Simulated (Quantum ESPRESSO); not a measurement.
AlN in Quantum ESPRESSO: the effect of target pressure

The system is AlN.

```xyz
2
Lattice="0.0000 2.1840 2.1840 2.1840 0.0000 2.1840 2.1840 2.1840 0.0000" Properties=species:S:1:pos:R:3 pbc="T T T"
Al    0.0000    0.0000    0.0000
N     1.0920    1.0920    1.0920
```

Measurements of this composition are mostly on another form, of space group No. 186.

Alike in all runs:

```yaml
Program: Quantum ESPRESSO 7.5
Task: relaxation of cell and atoms
Functional: PBE
Potentials_or_basis: SSSP 1.3 efficiency PBE
Cutoff: 939 eV
Density_cutoff: 7510 eV
k_mesh: 10 × 10 × 10
Occupations: fermi-dirac, width 0.05 eV
Spin: no spin polarisation
```

Each run relaxes the cell or the atoms first.

| target pressure | relaxed volume (Å³/atom) | gap on the mesh (eV) |
| --- | --- | --- |
| 0 GPa | 10.68 | 3.31 |
| 2 GPa | 10.57 | 3.31 |
| 5 GPa | 10.42 | 3.32 |
| 10 GPa | 10.19 | 3.33 |
| 20 GPa | ? | ? |
| 30 GPa | 9.46 | 3.36 |

**Question.** What does the run with target pressure 20 GPa give?

**Answer.** Relaxed volume 9.80 Å³/atom; gap on the mesh 3.35 eV.

Worked out: In Murnaghan's law V^(-B') rises as a straight line in P. The other rows fit best with B' = 3.8, V0 = 10.68 Å³/atom and B0 = 195 GPa, which gives 9.79 Å³/atom at 20 GPa, against the run's 9.80. A straight line through the other rows of the gap on the mesh, of slope 0.0017 eV per GPa, gives 3.34 eV, against the run's 3.35.

A k mesh can miss the band edges.
